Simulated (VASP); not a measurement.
**Si in VASP: how settings move the r2SCAN single point**

The r2SCAN single point of Si (database structure), under -5.1 % biaxial strain in x and y, free along z is repeated with altered inputs. Which of them can be trusted?

Code: VASP 6.6.1. PAW datasets, plane waves. No spin polarisation and no zero-point or thermal motion.

## (1) The structure to begin with

The cell comes from an earlier relaxation with r2SCAN in another program, then strained, with the atoms relaxed again.

It is tetragonal, I4_1/amd (No. 141); a = 3.654 Å, c = 5.646 Å in the conventional setting, 18.84 Å³ an atom. Around Si lie 4 Si at 2.31 Å.

Structure file:

```cif
data_structure
_symmetry_space_group_name_H-M 'P 1'
_symmetry_Int_Tables_number 1
_cell_length_a 3.8269
_cell_length_b 3.8269
_cell_length_c 3.6537
_cell_angle_alpha 61.486
_cell_angle_beta 61.486
_cell_angle_gamma 57.028
_cell_volume 37.69
loop_
_atom_site_label
_atom_site_type_symbol
_atom_site_fract_x
_atom_site_fract_y
_atom_site_fract_z
_atom_site_occupancy
Si1 Si 0.25000 0.25000 0.25000 1
Si2 Si 0.00000 0.00000 0.00000 1
```

## (2) Baseline

Input file INCAR:

```
ENCUT = 520.000000
SIGMA = 0.020000
EDIFF = 1.00e-07
ALGO = Normal
METAGGA = R2SCAN
PREC = Accurate
IBRION = -1
ISIF = 2
ISMEAR = -1
NBANDS = 11
NELM = 120
NSW = 0
LASPH = .TRUE.
LCHARG = .FALSE.
LWAVE = .FALSE.
LREAL = .FALSE.
```

Input file KPOINTS:

```
KPOINTS created by Atomic Simulation Environment
0
Gamma
8 8 8
0 0 0
```

Input file POSCAR:

```
Si
 1.0000000000000000
     0.0000000000000000    2.5835638433999999    2.8231982915999998
     2.5835638433999999    0.0000000000000000    2.8231982915999998
     2.5835638433999999    2.5835638433999999    0.0000000000000000
 Si
   2
Cartesian
  1.2917819216999999  1.2917819216999999  1.4115991457999999
  0.0000000000000000  0.0000000000000000  0.0000000000000000
```

A file KPOINTS_OPT adds named points for the levels; it doesn't enter the self-consistent loop.

Potentials: the recommended PBE PAW datasets, 8 valence electrons.

The run is started by

```sh
$ mpirun -np 1 vasp_std
```

## (3) Variant 1

INCAR: that of step 2 with these lines changed.

```diff
@@ -16 +16,3 @@
 LREAL = .FALSE.
+NELMIN = 4
+ISYM = 0
```

Input file KPOINTS:

```
KPOINTS created by Atomic Simulation Environment
0
Gamma
4 4 4
0 0 0
```

POSCAR is that of step 2.

## (4) Variant 2

INCAR: that of step 2 with these lines changed.

```diff
@@ -5,3 +5,2 @@
 METAGGA = R2SCAN
-PREC = Accurate
 IBRION = -1
@@ -16 +15,3 @@
 LREAL = .FALSE.
+PREC = Low
+NELMDL = -8
```

KPOINTS is that of step 2.

POSCAR is that of step 2.

## (5) Variant 3

Input file INCAR:

```
SIGMA = 0.020000
EDIFF = 1.00e-07
ALGO = Normal
METAGGA = R2SCAN
PREC = Accurate
IBRION = -1
ISIF = 2
ISMEAR = -1
NSW = 0
LASPH = .TRUE.
LCHARG = .FALSE.
LWAVE = .FALSE.
LREAL = .FALSE.
ENCUT = 400
NBANDS = 44
NELM = 85
```

KPOINTS is that of step 2.

POSCAR is that of step 2.

## (6) Variant 4

INCAR: that of step 2 with these lines changed.

```diff
@@ -10,3 +10,2 @@
 NBANDS = 11
-NELM = 120
 NSW = 0
@@ -16 +15,5 @@
 LREAL = .FALSE.
+NELM = 55
+IMIX = 1
+AMIX = 3.0
+BMIX = 0.0001
```

KPOINTS is that of step 2.

POSCAR is that of step 2.

What does the calculation give? Wanted: for each run, changed; ending; energy change; pressure; electronic steps; usable.

As calculated:

| run | changed | ending | energy change (meV/atom) | pressure (GPa) | gap on the mesh (eV; negative: overlap) | electronic steps | time | usable |
| --- | --- | --- | --- | --- | --- | --- | --- | --- |
| ref. | – | converged | 0 | 7.0 | 0.18 | 14 | 76 s | yes |
| 1 | NELMIN = 4, ISYM = 0, mesh 4×4×4 | converged | 92.9 | 7.8 | 0.28 | 14 | 41 s | no |
| 2 | PREC = Low, NELMDL = -8 | converged | -1.2 | 7.0 | 0.18 | 17 | 30 s | no |
| 3 | ENCUT = 400, NBANDS = 44, NELM = 85 | converged | -0.3 | 7.0 | 0.18 | 15 | 3.2 min | yes |
| 4 | IMIX = 1, AMIX = 3, BMIX = 0.0001 | crashed | – | – | – | 13 | 58 s | no |

What this shows: Of 4 altered inputs, 1 gave no result, 2 ended normally on a faulty or unsound input, 1 gave usable results. «ENCUT = 400, NBANDS = 44, NELM = 85» moves the energy by -0.3 meV/atom.
